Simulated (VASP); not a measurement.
Here is a VASP 6.6.1 calculation.

File INCAR:

```
SYSTEM = H13ClO6
PREC = Accurate
ENCUT = 520
EDIFF = 1E-7
ISMEAR = -1
SIGMA = 0.05
LREAL = Auto
LASPH = .TRUE.
NELM = 100
ALGO = Fast
ISIF = 2
LWAVE = .FALSE.
LCHARG = .FALSE.
GGA = PE
IVDW = 12
NBANDS = 44
```

KPOINTS

```
regular mesh
0
G
  1 1 1
  0 0 0
```

Contents of POSCAR:

```
H13ClO6
1.0
    6.6965600000      0.0000000000      0.0000000000
    0.0000000000      6.6965600000      0.0000000000
    0.0000000000      0.0000000000      6.6965600000
O H Cl
6 13 1
Direct
    0.4004145412      0.6096563011      0.4308928763
    0.6309657496      0.9657197128      0.8834834602
    0.2965104472      0.2988549345      0.3519269595
    0.1246012878      0.2338514103      0.8498243874
    0.6100445602      0.2548472649      0.5746084557
    0.7990819167      0.9055395606      0.5588092991
    0.3643213829      0.6111645382      0.5796259572
    0.5212527029      0.7170845927      0.4329088368
    0.5937974124      0.9084067043      1.0123107984
    0.6295023116      1.0938302651      0.8677739018
    0.3026628597      0.2063596832      0.2385254519
    0.1679519037      0.3660237495      0.2969285723
    0.2045527853      0.2597005029      0.9569689512
    0.1666228631      0.3016175469      0.7139038551
    0.7097226038      0.3557498178      0.5348567025
    0.4908340999      0.3156098056      0.4803809717
    0.6846201632      1.0948905109      0.5091420072
    0.9017465684      0.8608151051      0.6984929576
    0.8590679394      0.7992013810      0.4390015172
    0.9496069624      0.5469524651      0.3363517985
```

Potentials or basis: VASP PAW PBE potentials, release 64 (O, H, Cl).

Run with:

```bash
$ cat potpaw_PBE.64/O/POTCAR potpaw_PBE.64/H/POTCAR potpaw_PBE.64/Cl/POTCAR > POTCAR
$ mpirun -np 1 vasp_gam > vasp.out
```

(1) Estimate the dispersion energy per atom.

(2) Estimate the largest force.

(3) What does it give for the pressure?

(4) Predict the band gap on the k mesh.

Results:

(1) -0.029 eV.

(2) 8.948 eV/Å.

(3) -2.2 GPa.

(4) 3.15 eV, direct.
